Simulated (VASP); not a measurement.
**Sn: single point with RPBE**

Crystal: Sn.

```
Sn
1.0
    -1.84208    1.84208    1.84208
     1.84208   -1.84208    1.84208
     1.84208    1.84208   -1.84208
Sn
1
Direct
  0.00000 0.00000 0.00000
```

This isn't the form of Sn at room conditions, which is tetragonal (white tin).

| Quantity | Value |
| --- | --- |
| Program | VASP 6.6.1 |
| Task | single point |
| Functional | RPBE |
| Potentials or basis | VASP PAW PBE potentials, release 64 (Sn_d) |
| Cutoff | 520 eV |
| k mesh | 13 × 13 × 13 |
| Occupations | fermi-dirac, width 0.1 eV |
| Spin | no spin polarisation |
| Dipole correction | no |
| Further INCAR settings | ALGO = Normal; EDIFF = 1e-06; NBANDS = 13 |

* Pressure: 7.8 GPa
* Band gap on the k mesh: none (metal or under the smearing width)

Levels at points of the mesh, in eV from the Fermi level:
| k point | band 4 | band 5 | band 6 | band 7 | band 8 | band 9 | band 10 | band 11 |
| --- | --- | --- | --- | --- | --- | --- | --- | --- |
| (0.00, 0.00, 0.00) | -21.50 | -21.50 | -11.70 | 8.86 | 8.86 | 8.86 | 12.24 | 12.24 |

Wall time 9.4 s on 1 thread of Intel(R) Xeon(R) Platinum 8375C CPU @ 2.90GHz (Ice Lake) (shared host), peak memory 0.15 GiB.

Caveat: the PAW data sets were made with another functional, which shifts forces and pressure a little.
